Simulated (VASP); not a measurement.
Runs of VASP 6.6.1 on KTaO3. It takes space group Pm-3m (No. 221, cubic). Conventional cell: a = 3.988 Å, b = 3.988 Å, c = 3.988 Å, α = 90.00°, β = 90.00°, γ = 90.00°. K (site symmetry m-3m) is surrounded by 12 O at 2.82 Å. Ta (site symmetry m-3m) is surrounded by 6 O at 1.99 Å. Around O (site symmetry 4/mmm) lie 2 Ta at 1.99 Å. 

```csv
task,level,potentials or basis,cell,k mesh,cutoff (eV),grid for exact exchange (PRECFOCK),screening parameter,gap on the mesh (eV),pressure (GPa)
electric field gradients,LDA,"VASP PAW LDA potentials, release 64 (K_sv, Ta_pv, O)",as given,6 × 6 × 6,520,-,-,2.02,-4.4
relaxation of the atoms,PBEsol,"VASP PAW PBE potentials, release 64 (K_sv, Ta_pv, O)",atoms relaxed from: a relaxed cell with its volume scaled by 0.98,6 × 6 × 6,520,-,-,(b),4.6
electric field gradients,HSE06,"VASP PAW PBE potentials, release 64 (K_sv, Ta_pv, O)",as given,4 × 4 × 4,520,Normal,0.2 1/A,3.51,0.0
relaxation of cell and atoms,PBEsol,"VASP PAW PBE potentials, release 64 (K_sv, Ta_pv, O)",relaxed,6 × 6 × 6,600,-,-,2.08,0.0
relaxation of the atoms,PBEsol,"VASP PAW PBE potentials, release 64 (K_sv, Ta_pv, O)",atoms relaxed from: a relaxed cell with its volume scaled by 1.02,6 × 6 × 6,520,-,-,2.04,-3.6
electric field gradients,r2SCAN,"VASP PAW PBE potentials, release 64 (K_sv, Ta_pv, O)",as given,6 × 6 × 6,520,-,-,2.60,1.2
relaxation of the atoms,PBEsol,"VASP PAW PBE potentials, release 64 (K_sv, Ta_pv, O)",atoms relaxed,6 × 6 × 6,520,-,-,2.08,0.3
electric field gradients,PBEsol,"VASP PAW PBE potentials, release 64 (K_sv, Ta_pv, O)",as given,6 × 6 × 6,600,-,-,2.09,(a)
```

Alike in all rows: no spin polarisation; smearing fermi-dirac 0.02 eV.

Q: Estimate the missing entries.

A: (a) 0.1; (b) 2.12.

Caveats: spin-orbit coupling is left out, which moves the levels of the heavy elements; the PAW data sets were made with another functional, which shifts forces and pressure a little (some runs); the relaxation stopped at its first step, so nothing moved (some runs).

A k mesh can miss the band edges, and the runs leave out spin-orbit coupling on Ta.
